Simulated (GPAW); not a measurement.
Runs of GPAW 26.7.0 on NiO. The structure is cubic, space group Fm-3m (No. 225). The conventional cell has a = 4.172 Å, b = 4.172 Å, c = 4.172 Å, α = 90.00°, β = 90.00°, γ = 90.00°. Ni (site symmetry m-3m) is surrounded by 6 O at 2.09 Å. O (site symmetry m-3m) is surrounded by 6 Ni at 2.09 Å. 

```csv
task,potentials or basis,U,smearing,response ecut,maxiter,response k mesh,response bands,kernels,other keys,gap on the mesh (eV),pressure (GPa),moment (μB)
dielectric tensor,"GPAW PAW data sets (gpaw-data 1.2.1), pw",Ni d U = 5 eV,fermi-dirac 0.05 eV,30 eV,100,28 × 28 × 28,51,["RPA"],"several, not listed",2.26,-,2.00
single point,"GPAW PAW data sets (gpaw-data 1.2.1), pw",Ni d U = 5 eV,fermi-dirac 0.05 eV,-,80,-,-,-,-,2.26,12.2,2.00
single point,"GPAW PAW data sets (gpaw-data 1.2.1), newer versions, pw",Ni d U = 4 eV,fermi-dirac 0.05 eV,-,80,-,-,-,-,(a),8.3,2.00
optical spectrum,"GPAW PAW data sets (gpaw-data 1.2.1), pw",Ni d U = 5 eV,fermi-dirac 0.001 eV,60 eV,150,28 × 28 × 28,35,-,-,2.26,-,2.00
energy-loss spectrum,"GPAW PAW data sets (gpaw-data 1.2.1), pw",Ni d U = 5 eV,fermi-dirac 0.05 eV,30 eV,75,8 × 8 × 8,23,-,"several, not listed",2.26,-,2.00
```

Alike in all rows: level PBE+U; spin collinear, ferromagnetic start; cell as given; k mesh 9 × 9 × 9; cutoff (eV) 650.

Fill in the values left out.

(a) 1.74.

Caveats: a cell with one magnetic atom can't hold antiferromagnetic order, which such compounds often take; response on these states lacks terms of the Hamiltonian (some runs); the long-wavelength limit can be off by several per cent where d states take part (some runs); the cutoff is short for stress and forces, so pressures can be off by a GPa or more (some runs); an odd mesh through Γ misses points on the zone boundary, where band edges often lie (some runs); the stock nickel data set gives pressures a few GPa off other programs (some runs); independent-particle spectra lack excitons (some runs).

The runs don't all hold the same shells in valence.
